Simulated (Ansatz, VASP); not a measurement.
One calculation of C, two programs

Contents of INCAR:

```
SYSTEM = C
PREC = Accurate
ENCUT = 520
EDIFF = 1E-6
ISMEAR = 0
SIGMA = 0.05
LREAL = .FALSE.
LASPH = .TRUE.
NELM = 60
ALGO = Normal
ISIF = 2
LWAVE = .FALSE.
LCHARG = .FALSE.
GGA = CA
NBANDS = 11
```

The input KPOINTS:

```
Automatic mesh
0
G
  12 12 12
  0 0 0
```

File POSCAR:

```
C
1.0
    0.0000000000      1.9997346457      1.8275720603
    1.4700036137      0.0000000000      1.8275720603
    1.4700036137      1.9997346457      0.0000000000
C
2
Direct
    0.5000000000      0.5000000000      0.5000000000
    0.7500000000      0.7500000000      0.7500000000
```

Input for Ansatz:

```yaml
crystal:
  lattice:
    - [0.0, 1.9997346457, 1.8275720603]
    - [1.4700036137, 0.0, 1.8275720603]
    - [1.4700036137, 1.9997346457, 0.0]
  atoms:
    - { symbol: C, position: [0.5, 0.5, 0.5] }
    - { symbol: C, position: [0.75, 0.75, 0.75] }
basis:
  ecutwfc: 520.0
kpoints:
  mp_grid: { grid: [12, 12, 12] }
hamiltonian:
  xc: lda
  pseudopotentials: { kind: paw, azcp: { folder: soft_1 } }
scf:
  occupations: { method: gaussian, width: 0.05 }
output:
  forces: true
  stress: true
  eigenvalues: true
```

Change from the starting cell: strain +e along x and -e along y -0.1500, strain +e along z and -e/2 along x and y +0.0350.

Alike in both runs: task single point; functional LDA; k mesh 12 × 12 × 12; occupations gaussian, width 0.05 eV; no spin polarisation.

```csv
,VASP,Ansatz
version,VASP 6.6.1,Ansatz 0.2.0
potentials or method,"VASP PAW LDA potentials, release 64 (C)","scalar-relativistic, plane waves, PAW"
plane-wave cutoff (eV),520,520
valence electrons in the cell,8,8
```

```csv
,VASP,Ansatz,Ansatz less VASP
gap on the k mesh at the Fermi level (eV),none,none,-
pressure (GPa),14.0,12.3,-1.69
largest component of the traceless stress (GPa),126.86,127.07,+0.217
```

A gap of «none» marks a metal or a gap that the smearing closes. Ansatz warned: «pseudo_functional_mismatch».
